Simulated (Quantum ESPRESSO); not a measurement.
## NaI in Quantum ESPRESSO: the effect of functional

The system is NaI.

```
I Na
1.0
     0.00000    3.23640    3.23640
     3.23640    0.00000    3.23640
     3.23640    3.23640    0.00000
I Na
1 1
Direct
  0.50000 0.50000 0.50000
  0.00000 0.00000 0.00000
```

Alike in all runs:

```yaml
Program: Quantum ESPRESSO 7.5
Task: phonons
Cutoff: 1197 eV
Density_cutoff: 4789 eV
k_mesh: 2 × 2 × 2, shifted
Occupations: fermi-dirac, width 0.05 eV
Spin: no spin polarisation
```

Each run relaxes the cell or the atoms first.

| functional | potentials or basis | relaxed volume (Å³/atom) | dielectric constant (mean) | highest phonon frequency (cm⁻¹) |
| --- | --- | --- | --- | --- |
| LDA | PseudoDojo 0.4.1 SR LDA standard | 30.83 | 3.80 | 129 |
| AM05 | PseudoDojo 0.4.1 SR PBE standard | 34.66 | 3.44 | 96 |
| PW91 | PseudoDojo 0.4.1 SR PBE standard | 34.89 | 3.42 | 266 |
| revPBE | PseudoDojo 0.4.1 SR PBE standard | ? | ? | ? |
| vdW-DF-cx | PseudoDojo 0.4.1 SR PBE standard | 33.90 | 3.47 | 159 |

Problem. What does the run with functional revPBE give?

Solution. Relaxed volume 37.31 Å³/atom; dielectric constant 3.19 mean; highest phonon frequency 139 cm⁻¹.

Caveats: all runs use coarse meshes; the potentials were made for another functional, which shifts forces and pressure (some runs); before the sum rule the acoustic modes lie tens of cm⁻¹ from zero, a sign that the density grid also shifts the optical modes (some runs); the relaxation stopped at its first step, so nothing moved (some runs).

Runs at the PBE level aren't shown here.
